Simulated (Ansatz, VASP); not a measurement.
# SrTiO3: VASP beside Ansatz

File INCAR:

```
ALGO = Normal ; EDIFF = 1E-6
ENCUT = 520 ; GGA = PE
ISIF = 2 ; ISMEAR = 0
LASPH = True ; LCHARG = False
LREAL = False ; LWAVE = False
NBANDS = 28 ; NELM = 60
PREC = Accurate ; SIGMA = 0.02
```

File KPOINTS:

```
k-points
0
Gamma
  8 8 8
```

Contents of POSCAR:

```
SrTiO3
1.0
    3.8560467929      0.0000000000      0.0000000000
    0.0000000000      3.8560467929      0.0000000000
    0.0000000000      0.0000000000      3.8560467929
Sr Ti O
1 1 3
Direct
    0.5000000000      0.5000000000      0.5000000000
    0.0000000000      0.0000000000      0.0000000000
    0.5000000000      0.0000000000      0.0000000000
    0.0000000000      0.5000000000      0.0000000000
    0.0000000000      0.0000000000      0.5000000000
```

Input for Ansatz:

```yaml
crystal:
  lattice:
    - [3.8560467929, 0.0, 0.0]
    - [0.0, 3.8560467929, 0.0]
    - [0.0, 0.0, 3.8560467929]
  atoms:
    - { symbol: Sr, position: [0.5, 0.5, 0.5] }
    - { symbol: Ti, position: [0.0, 0.0, 0.0] }
    - { symbol: O, position: [0.5, 0.0, 0.0] }
    - { symbol: O, position: [0.0, 0.5, 0.0] }
    - { symbol: O, position: [0.0, 0.0, 0.5] }
basis:
  ecutwfc: 420
kpoints:
  mp_grid: { grid: [8, 8, 8] }
hamiltonian:
  xc: pbe
scf:
  occupations: { method: gaussian, width: 0.02 }
output:
  forces: true
  stress: true
  eigenvalues: true
```

Alike in both runs: task single point; functional PBE; k mesh 8 × 8 × 8; occupations gaussian, width 0.02 eV; no spin polarisation.

|  | VASP | Ansatz |
| --- | --- | --- |
| version | VASP 6.6.1 | Ansatz 0.2.0 |
| potentials or method | VASP PAW PBE potentials, release 64 (Sr_sv, Ti_sv, O) | scalar-relativistic, plane waves, PAW |
| plane-wave cutoff (eV) | 520 | 420 |
| valence electrons in the cell | 40 | 40 |

Ansatz gave:

- gap on the k mesh at the Fermi level (eV): 1.96
- least direct gap on the mesh (eV): 2.28
- pressure (GPa): 12.1

**Question.** Which values does VASP return?

**Answer.** gap on the k mesh at the Fermi level (eV): 1.93; least direct gap on the mesh (eV): 2.26; pressure (GPa): 12.8.

A k mesh can miss the band edges. As with any semilocal functional, this PBE gap is likely too small.
